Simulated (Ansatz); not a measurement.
Starting cell, GeTe (alpha-GeTe type, space group R3m):

```
CELL_PARAMETERS angstrom
      4.22663     2.44024     7.27983
     -2.11331     1.22012     3.63992
      0.00000    -2.44024     3.63992
ATOMIC_POSITIONS crystal
  Ge 0.11712 0.23423 0.23423
  Ge 0.61712 0.23423 0.23423
  Te 0.38288 0.76577 0.76577
  Te 0.88288 0.76577 0.76577
```

The atoms are displaced by Q × the pattern below (from a DFPT mode at L = (0.5, 0.0, 0.0), largest move 1; Q in Å), at fixed cell. (q is in reciprocal vectors of the primitive cell; the cell shown is doubled to hold the pattern.)

```json
[
 {"atom": "Ge1", "x": "-0.500", "y": "0.866", "z": "0.000"},
 {"atom": "Ge2", "x": "0.500", "y": "-0.866", "z": "0.000"},
 {"atom": "Te3", "x": "0.422", "y": "-0.731", "z": "0.000"},
 {"atom": "Te4", "x": "-0.422", "y": "0.731", "z": "0.000"}
]
```

All values below come from PBE (plane waves to 420 eV, PAW, scalar-relativistic; Ansatz, an electronic-structure program). k mesh 5×10×10 (Γ-centred), Fermi-Dirac smearing 0.05 eV. E stands for the smeared free energy. GeTe was relaxed with its symmetry unable to fall. Spin-orbit coupling is left out, though Te is heavy. The zero of ΔE is the undisplaced structure.

The scan covers Q from -0.180 to 0.180 Å in 13 points.

Q: Which space group does the distorted structure have?

A: Cc (No. 9), lowered from R3m.

Q: Is this a single well or a double well?

A: A single well with its minimum at or next to zero displacement.

Q: What is the energy change at Q = 0.180 Å?

A: 101.5 meV/cell.

Q: What harmonic wavenumber does the curvature at Q = 0 give?

A: 73 cm⁻¹.

(For displaced atoms, the force is minus the slope of the energy, and its curvature is a force constant, which sets phonon frequencies.)
